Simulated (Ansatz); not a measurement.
CdS (zincblende), relaxed with r2SCAN in the PAW code Ansatz: space group F-43m (No. 216), cubic; a = 5.878 Å in the conventional setting, 25.39 Å³ an atom. Cd is surrounded by 4 S at 2.55 Å; S is surrounded by 4 Cd at 2.55 Å. It was then strained (epitaxial in the xy plane), atoms relaxed again within the symmetry left. Unstrained, HSE06 gives 2.106 eV (Γ, 6×6×6 mesh), and the band edges keep their places in every row. The normal direction was relaxed to zero stress. Only one sign of strain is shown, since it lowers the symmetry, and equivalent edge states can then move with another slope on the other side. Stress is positive in compression. Spin-unpolarised throughout; all numbers are computed.

Axes as in this cell:
```
Cd S
1.0
     0.00000    2.93921    2.93921
     2.93921    0.00000    2.93921
     2.93921    2.93921    0.00000
Cd S
1 1
Direct
  0.00000 0.00000 0.00000
  0.25000 0.25000 0.25000
```

```csv
strain (%),ε,"ΔE_g, HSE06 (eV)","Δσ_xx, r2SCAN (GPa)"
-4.0,-0.0400,-0.072,+2.12
-3.45,-0.0345,-0.059,+1.80
-3.0,-0.0300,-0.047,+1.57
-2.5,-0.0250,-0.038,+1.28
-1.0,-0.0100,-0.013,+0.49
-0.47,-0.0047,-0.005,+0.23
```

(1) Fit ΔE_g = a x + b x² to these rows by least squares, with x = ε.

(2) Fit the change of σ_xx in the same way.

(3) Predict the withheld row at -2.04 % (x = -0.0204).

## Answers

(1) The normal equations take Σx² = 4.437e-03, Σx³ = -1.488e-04, Σx⁴ = 5.188e-06, ΣxΔE = 7.429e-03 and Σx²ΔE = -2.529e-04, and give a = +1.04 eV, b = -19.0 eV; the largest residual is 0.001 eV.

(2) Δσ_xx = -48.4 x + (115) x² GPa. The slope, 48 GPa, is the biaxial modulus of the film.

(3) ΔE_g ≈ +1.04 × (-0.0204) + (-19.0) × (-0.0204)² = -0.029 eV, and Δσ_xx ≈ +1.04 GPa. The runs give -0.030 eV and +1.02 GPa, off by -0.001 eV and -0.02 GPa.

The runs are scalar-relativistic, without spin-orbit coupling.
